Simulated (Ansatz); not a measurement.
# fcc Ag(111) / fcc Al(111) interface: transmission and 2AR

Wanted: 2AR for the fcc Ag(111) / fcc Al(111) interface, at several levels.

Program: Ansatz 0.2.0. Level of theory: Ansatz plane-wave DFT, PBE, PAW files; ballistic transport by layer matching (Landauer), zero bias; PAW set soft_1, in the first sound run; inputs show where later runs differ. Results are calculated unless marked as measured.

Report form: the programs' logs are mostly left out.

**1. Set-up**

The cell holds 18 atoms: 9 Ag and 9 Al. Its edges and angles: a = 2.876 Å, b = 2.876 Å, c = 42.269 Å, α = 90.0°, β = 90.0°, γ = 120.0°. It derives from Ag and Al. Regions: Ag, 9 atoms (9 Ag); Al, 9 atoms (9 Al). The structure's axis is c.

**2. Transmission: PBE**

Both metals share one in-plane lattice, the mean of the two, each at its own atomic volume. The two leads are named in the middle of each metal, so that only one of the cell's two interfaces is crossed. The mesh across the current, 50×50, is finer than the density's, because channels open and close sharply across the zone. Energies from -0.27 to 0.27 eV in steps of 0.036 eV cover the slope of the Fermi function at 300 K, so the program can form a conductance.

Contents of input.yaml:

```yaml
crystal:
  lattice:
    - [2.8758633832, 0.0, 0.0]
    - [-1.4379316916, 2.4905707476, 0.0]
    - [0.0, 0.0, 42.2691880579]
  atoms:
    - { symbol: Ag, position: [0.0, 0.0, 0.0236578947] }
    - { symbol: Ag, position: [0.3333333333, 0.6666666667, 0.0799967252] }
    - { symbol: Ag, position: [0.6666666667, 0.3333333333, 0.1363355557] }
    - { symbol: Ag, position: [0.0, 0.0, 0.1926743861] }
    - { symbol: Ag, position: [0.3333333333, 0.6666666667, 0.2490132166] }
    - { symbol: Ag, position: [0.6666666667, 0.3333333333, 0.3053520471] }
    - { symbol: Ag, position: [0.0, 0.0, 0.3616908776] }
    - { symbol: Ag, position: [0.3333333333, 0.6666666667, 0.418029708] }
    - { symbol: Ag, position: [0.6666666667, 0.3333333333, 0.4743685385] }
    - { symbol: Al, position: [0.0, 0.0, 0.5299240941] }
    - { symbol: Al, position: [0.3333333333, 0.6666666667, 0.5846963747] }
    - { symbol: Al, position: [0.6666666667, 0.3333333333, 0.6394686553] }
    - { symbol: Al, position: [0.0, 0.0, 0.694240936] }
    - { symbol: Al, position: [0.3333333333, 0.6666666667, 0.7490132166] }
    - { symbol: Al, position: [0.6666666667, 0.3333333333, 0.8037854972] }
    - { symbol: Al, position: [0.0, 0.0, 0.8585577779] }
    - { symbol: Al, position: [0.3333333333, 0.6666666667, 0.9133300585] }
    - { symbol: Al, position: [0.6666666667, 0.3333333333, 0.9681023391] }
kpoints:
  mp_grid: { grid: [15, 15, 1] }
hamiltonian:
  xc: pbe
  pseudopotentials: { kind: paw, azcp: { folder: soft_1 } }
scf:
  occupations: { method: fermi_dirac, width: 0.1 }
output:
  transmission:
    leads: [[3, 4], [12, 13]]
    kmesh: [50, 50]
    e_range: [-0.27, 0.27]
    de: 0.036
  write_potential: true
  write_density: true
  volumetric_format: npy
  elf: true
```

Started as:

```
$ ansatz run input.yaml --threads 4 --pin off --max-ram 15360MiB --backend cpu --events-out ev --progress --plain --runs-dir out
```

It took 1.8 min on 4 threads of Arm Neoverse V1, shared host; peak memory 1.3 GiB.

This step gave:

* free energy: -73153.1653 eV
* energy at zero smearing: -73153.0610 eV
* Fermi energy: 12.73 eV
* cell area: 7.163 Å²
* step of the lead's potential: 3.8 meV
* ballistic conductance of the lead: 8.74e14 S/m²
* estimated errors of the lead's conductance: 0, 1.7, 0 % (band edges, k-mesh, distance from neutral)
* lead conductance per cell: 0.8080 G₀
* step of the upper lead's potential: 8.5 meV
* ballistic conductance of the upper lead: 1.47e15 S/m²
* conductance of the junction: 7.66e14 S/m²
* junction conductance per cell: 0.7084 G₀
* estimated errors of the junction's conductance: 0.1, 0, 1.8, 0.7, 1 % (energy step, band edges, k-mesh, leads' steps, distance from neutral)
* area resistance that the stack adds (contact term taken off, spin by spin): 0.3922 fΩ m²

Per spin. The transmission, zone mean by energy, zero at the Fermi level:

```csv
energy (eV),"transmission, zone mean"
-0.270,0.671
-0.234,0.675
-0.198,0.668
-0.162,0.681
-0.126,0.694
-0.090,0.701
-0.054,0.706
-0.018,0.711
0.018,0.708
0.054,0.710
0.090,0.712
0.126,0.715
0.162,0.715
0.198,0.713
0.234,0.723
0.270,0.733
```

Per spin. Open channels, zone mean against energy, zero at the Fermi level:

| energy (eV) | lead | upper lead |
| --- | --- | --- |
| -0.270 | 0.767 | 1.28 |
| -0.234 | 0.772 | 1.29 |
| -0.198 | 0.772 | 1.28 |
| -0.162 | 0.791 | 1.28 |
| -0.126 | 0.81 | 1.31 |
| -0.090 | 0.81 | 1.33 |
| -0.054 | 0.81 | 1.33 |
| -0.018 | 0.81 | 1.36 |
| 0.018 | 0.805 | 1.37 |
| 0.054 | 0.805 | 1.38 |
| 0.090 | 0.800 | 1.39 |
| 0.126 | 0.805 | 1.40 |
| 0.162 | 0.805 | 1.40 |
| 0.198 | 0.803 | 1.40 |
| 0.234 | 0.822 | 1.42 |
| 0.270 | 0.829 | 1.43 |

Transmission over k1 and k2. At -0.0180 eV from the Fermi level (the log's summary may quote the solved energy on the other side of it).

Ten even steps from '0' (0.000) to '9' (0.988), each cell a mean:
```
885467999977566886333333333336
746999999999998666300000000004
469999999999999997641000000004
389999999999999999965200000005
999999999999999999999950000005
999999999999999999999997100005
799999999999999999999999730005
389999999998888899999999844004
679999999987534678999999995514
759999999987200036899999999577
866999999987300001789999999758
885899999998620000479999999967
857589999999874100578999999984
610558999999998766788999999996
510035999999999988899999999998
910002899999999999999999999999
910000169999999999999999999999
710000003889999999999999999998
410000000145899999999999999996
710000000004568999999999999973
820000000000376668999999998547
876644878645778876645999744688
```
Columns: k1 (b1) from -0.5 to 0.48; rows upwards: k2 (b2) from -0.5 to 0.48.

Open channels over k1 and k2. At -0.0180 eV from the Fermi level (the log's summary may quote the solved energy on the other side of it).

Ten even steps from '_' (0.00) to '@' (1.00), each cell a mean:
```
@@@@@@@@@@@@@@@@@@@@@@@@@@@@@@@@@@@@====================++@@
@@@@@@@@@@@@@@@@@@@@@@@@@@@@@@@@@@@@++____________________++
@@@@@@@@@@@@@@@@@@@@@@@@@@@@@@@@@@@@@@##..________________++
@@@@@@@@@@@@@@@@@@@@@@@@@@@@@@@@@@@@@@@@@@--______________++
@@@@@@@@@@@@@@@@@@@@@@@@@@@@@@@@@@@@@@@@@@@@++____________++
@@@@@@@@@@@@@@@@@@@@@@@@@@@@@@@@@@@@@@@@@@@@@@%%..________++
@@@@@@@@@@@@@@@@@@@@@@@@@@@@@@@@@@@@@@@@@@@@@@@@@@==______++
@@@@@@@@@@@@@@@@@@@@@@@@@@@@@@@@@@@@@@@@@@@@@@@@@@@@**____++
@@@@@@@@@@@@@@@@@@@@@@@@@@####%%@@@@@@@@@@@@@@@@@@@@@@%%::**
@@@@@@@@@@@@@@@@@@@@@@@@++______**@@@@@@@@@@@@@@@@@@@@@@@@@@
@@@@@@@@@@@@@@@@@@@@@@@@++________--@@@@@@@@@@@@@@@@@@@@@@@@
@@@@@@@@@@@@@@@@@@@@@@@@@@++________@@@@@@@@@@@@@@@@@@@@@@@@
@@%%@@@@@@@@@@@@@@@@@@@@@@@@%%::::::@@@@@@@@@@@@@@@@@@@@@@@@
@@....##@@@@@@@@@@@@@@@@@@@@@@@@@@@@@@@@@@@@@@@@@@@@@@@@@@@@
@@..____++@@@@@@@@@@@@@@@@@@@@@@@@@@@@@@@@@@@@@@@@@@@@@@@@@@
@@..______::@@@@@@@@@@@@@@@@@@@@@@@@@@@@@@@@@@@@@@@@@@@@@@@@
@@..________..**@@@@@@@@@@@@@@@@@@@@@@@@@@@@@@@@@@@@@@@@@@@@
@@..____________==@@@@@@@@@@@@@@@@@@@@@@@@@@@@@@@@@@@@@@@@@@
@@..______________::%%@@@@@@@@@@@@@@@@@@@@@@@@@@@@@@@@@@@@@@
@@..__________________**@@@@@@@@@@@@@@@@@@@@@@@@@@@@@@@@@@@@
@@--____________________++@@@@@@@@@@@@@@@@@@@@@@@@@@@@@@@@@@
@@@@%%%%%%%%%%%%%%%%%%%%@@@@@@@@@@@@@@@@@@@@@@@@@@@@@@@@@@@@
```
Columns: k1 (b1) from -0.5 to 0.48; rows upwards: k2 (b2) from -0.5 to 0.48.

ELF in the ca plane at fractional y = 0.000, with atoms of Ag and Al within 0.2 Å of it. It is the smooth field of the valence electrons, not physical close to the nuclei.

Ten even steps from '0' (0.08) to '9' (0.78), each cell a mean:
```
11125786311111111111236500037777642235677761
11113554211111111111124642367777764456777775
21111221111222111122212567766667776667776667
31111111111333211233312467765565677777656556
31111111111233111133212467765666677777666556
11112343111121111112113665566677765557777666
11124665211111111111125620047777653335777773
11125996311111111111236505127777642124677760
```
Columns run along c (16.0 Å, from fractional 0.31 to 0.69 of the cell), rows up along a (2.9 Å). Atoms in or near the plane, at fractional coordinates: Ag at (0.36, 0.00), Al at (0.53, 0.00).

Valence density in the ca plane at fractional y = 0.000, with atoms of Ag and Al within 0.2 Å of it. It is the smooth field of the valence electrons, not physical close to the nuclei.

Ten steps, logarithmic in the rise over the least value, from '0' (0 e/Å³) to '9' (19 e/Å³), each cell a mean:
```
10136997410010000011101100001111100000111110
11124665211111100111111110011111110001111111
31112332111233211233211111111111111111111111
32101111001344211244311011110111111111111001
32101221101343211234311011110111111111111011
21113553211222100122211111111111110011111111
11125886310111000011111100011111100000111110
00137998410000000000001100001111100000111110
```
Columns run along c (16.0 Å, from fractional 0.31 to 0.69 of the cell), rows up along a (2.9 Å). Atoms in or near the plane, at fractional coordinates: Ag at (0.36, 0.00), Al at (0.53, 0.00).

Electrostatic potential energy in the ca plane at fractional y = 0.000, with atoms of Ag and Al within 0.2 Å of it. With pseudopotentials it is smooth inside the atoms' cores, unlike the true potential.

Values in eV, 5 rows by 16 columns, each cell a mean:
```
14 -4 -9 10 13 15 14 13  3  5  8 12 14 13 12  3
 9  9  2 13  2 11  7  6 10  4 11  5 10  7  7 10
 5 14 12 13 -5  9  1  1 13 11 12  0  8  4  4 13
11  4 -5 12  7 13 10  9  8 -1 10  8 12 10  9  7
14 -5 -5  9 14 15 14 14  3 10  7 13 14 14 13  3
```
Columns run along c (16.0 Å, from fractional 0.31 to 0.69 of the cell; values clipped at the 3rd and 97th percentile), rows up along a (2.9 Å). Atoms in or near the plane, at fractional coordinates: Ag at (0.36, 0.00), Al at (0.53, 0.00).

The larger of the two leads' potential steps is 8.5 meV from period to period, small in itself. The program estimates the junction's conductance to 1.8 % from the k-mesh, 1 % from the leads' distance from neutral and 0.7 % from their steps.

**3. Resistance: PBE**

This step: Ansatz plane-wave DFT, PBE, PAW files; ballistic transport by layer matching (Landauer), zero bias; specific resistance of one interface, 1/T less the mean of the leads' 1/N; PAW set soft_1 (Ansatz 0.2.0).

Numbers from this step:

```
area resistance                                           : 0.3918 fΩ m²
T over the leads' mean channel count                      : 0.6545
twice the interface resistance (2AR, or 2AR* for magnets) : 0.7836 fΩ m²
```

Twice the interface resistance is 0.784 fΩ m² here.

By hand, with T and the leads' channels N averaged over the energies near the Fermi level: RA = A (h/2e²)(1/T − ½[1/N₁ + 1/N₂]) = 7.163×10⁻²⁰ m² × 12 906 Ω × (1/0.7086 − ½[1/0.8076 + 1/1.358]) = 0.392 fΩ m².

**4. Transmission: PBE, coarse mesh, least span asked of the mesh across the current 40 Å**

The same cell on a mesh a third as fine shows what a quick run would give. To save time only the energies from -0.06 to 0.06 eV are solved. The mesh is 18×18 and the cutoff, the files' own for this level, 420 eV.

This step: Ansatz plane-wave DFT, PBE, PAW files; ballistic transport by layer matching (Landauer), zero bias; PAW set soft_1 (Ansatz 0.2.0).

input.yaml: that of step 2 with these lines changed.

```diff
@@ -34,5 +34,5 @@
     leads: [[3, 4], [12, 13]]
-    kmesh: [50, 50]
-    e_range: [-0.27, 0.27]
-    de: 0.036
+    kmesh: [18, 18]
+    e_range: [-0.06, 0.06]
+    de: 0.04
   write_potential: true
@@ -40,2 +40 @@
   volumetric_format: npy
-  elf: true
```

The job ended after 25 s (4 threads; peak memory 1.3 GiB).

The run finished; it serves as a test, and its numbers are not taken as the result.

**5. Resistance: PBE, coarse mesh**

This step: Ansatz plane-wave DFT, PBE, PAW files; ballistic transport by layer matching (Landauer), zero bias; specific resistance of one interface, 1/T less the mean of the leads' 1/N; PAW set soft_1 (Ansatz 0.2.0).

This step gave:

* area resistance: 0.3955 fΩ m²
* T over the leads' mean channel count: 0.6547
* twice the interface resistance (2AR, or 2AR* for magnets): 0.7911 fΩ m²

Twice the interface resistance is 0.791 fΩ m² here, against 0.784 in the first run; 65.5 % of the two leads' mean channel count pass, 65.5 % before.

**6. Transmission: LDA**

The functional changes to LDA at the same atoms, which shifts d bands against the Fermi level. To save time only the energies from -0.06 to 0.06 eV are solved. The mesh is 50×50 and the cutoff, the files' own for this level, 420 eV.

This step: Ansatz plane-wave DFT, LDA, PAW files; ballistic transport by layer matching (Landauer), zero bias; PAW set soft_1 (Ansatz 0.2.0).

input.yaml: that of step 4 with these lines changed.

```diff
@@ -27,4 +27,4 @@
 hamiltonian:
-  xc: pbe
-  pseudopotentials: { kind: paw, azcp: { folder: soft_1 } }
+  xc: lda
+  pseudopotentials: { kind: paw, azcp: { folder: soft_1 }, xc_functional: pbe }
 scf:
@@ -34,3 +34,3 @@
     leads: [[3, 4], [12, 13]]
-    kmesh: [18, 18]
+    kmesh: [50, 50]
     e_range: [-0.06, 0.06]
```

Elapsed: 53 s, on 4 threads; peak memory 1.3 GiB.

This step gave:

```yaml
free_energy: -71739.6463 eV
energy_at_zero_smearing: -71739.5412 eV
fermi_energy: 12.40 eV
step_of_the_lead_s_potential: 3.1 meV
step_of_the_upper_lead_s_potential: 8.1 meV
```

Per spin. Table of transmission, zone mean by energy, zero at the Fermi level:

```
energy (eV)  transmission, zone mean
    -0.0600                    0.714
    -0.0200                    0.720
     0.0200                    0.718
     0.0600                    0.721
```

Over the solved energies the transmission per spin lies between 0.714 and 0.721, out of 0.808 channels of the lead on average (up to 0.81).

**7. Resistance: LDA**

This step: Ansatz plane-wave DFT, LDA, PAW files; ballistic transport by layer matching (Landauer), zero bias; specific resistance of one interface, 1/T less the mean of the leads' 1/N; PAW set soft_1 (Ansatz 0.2.0).

Numbers from this step:

```yaml
area_resistance: 0.3787 fΩ m²
t_over_the_leads_mean_channel_count: 0.6578
twice_the_interface_resistance_2ar_or_2ar_star_for_magnets: 0.7574 fΩ m²
```

Twice the interface resistance is 0.757 fΩ m² here, against 0.784 in the first run; 65.8 % of the two leads' mean channel count pass, 65.5 % before.

**8. Transmission: r2SCAN, cutoff 500 eV**

The same with r2SCAN, the dearer rung. To save time only the energies from -0.06 to 0.06 eV are solved. The mesh is 50×50 and the cutoff, the files' own for this level, 500 eV.

This step: Ansatz plane-wave DFT, r2SCAN, PAW files; ballistic transport by layer matching (Landauer), zero bias; PAW set soft_1 (Ansatz 0.2.0).

input.yaml: that of step 6 with these lines changed.

```diff
@@ -27,4 +27,4 @@
 hamiltonian:
-  xc: lda
-  pseudopotentials: { kind: paw, azcp: { folder: soft_1 }, xc_functional: pbe }
+  xc: r2scan
+  pseudopotentials: { kind: paw, azcp: { folder: soft_1 } }
 scf:
```

Wall time 91 s (4 threads); peak memory 2.2 GiB.

Numbers from this step:

* free energy: -73299.8091 eV
* energy at zero smearing: -73299.7102 eV
* Fermi energy: 12.74 eV
* step of the lead's potential: 4.9 meV
* step of the upper lead's potential: 10.8 meV

Per spin. The transmission, zone mean by energy, zero at the Fermi level:

| energy (eV) | transmission, zone mean |
| --- | --- |
| -0.0600 | 0.676 |
| -0.0200 | 0.679 |
| 0.0200 | 0.685 |
| 0.0600 | 0.686 |

Over the solved energies the transmission per spin lies between 0.676 and 0.686, out of 0.81 channels of the lead on average (up to 0.81).

For the transmission per spin nearest the Fermi level, step 2 gave 0.711; this run, with r2SCAN and cutoff 500 eV, gives 0.679 (-4 %).

**9. Resistance: r2SCAN**

This step: Ansatz plane-wave DFT, r2SCAN, PAW files; ballistic transport by layer matching (Landauer), zero bias; specific resistance of one interface, 1/T less the mean of the leads' 1/N; PAW set soft_1 (Ansatz 0.2.0).

Numbers from this step:

```yaml
area_resistance: 0.4297 fΩ m²
t_over_the_leads_mean_channel_count: 0.6465
twice_the_interface_resistance_2ar_or_2ar_star_for_magnets: 0.8593 fΩ m²
```

Twice the interface resistance is 0.859 fΩ m² here, against 0.784 in the first run; 64.6 % of the two leads' mean channel count pass, 65.5 % before.

**10. Outcome**

```
2AR, PBE    : 0.784 fΩ m²
2AR, LDA    : 0.757 fΩ m²
2AR, r2SCAN : 0.859 fΩ m²
```

In words: One interface gives 2AR = 0.784 fΩ m² (PBE). The functionals span 0.757 to 0.859 fΩ m². A mesh a third as fine gives 0.791 against 0.784 fΩ m². The formula assumes diffuse scattering between interfaces; layers sit on ideal sites at each metal's own atomic volume.

[Logs are printed without paths, hosts, clocks, repeated set-up lines and the standing remarks that a program may print on its own settings, such as how far it seeks lower states.]

[Hosts, paths, dates, database ids (printed as entryN), source tags and the programs' standing remarks are cut or masked in the printed files.]
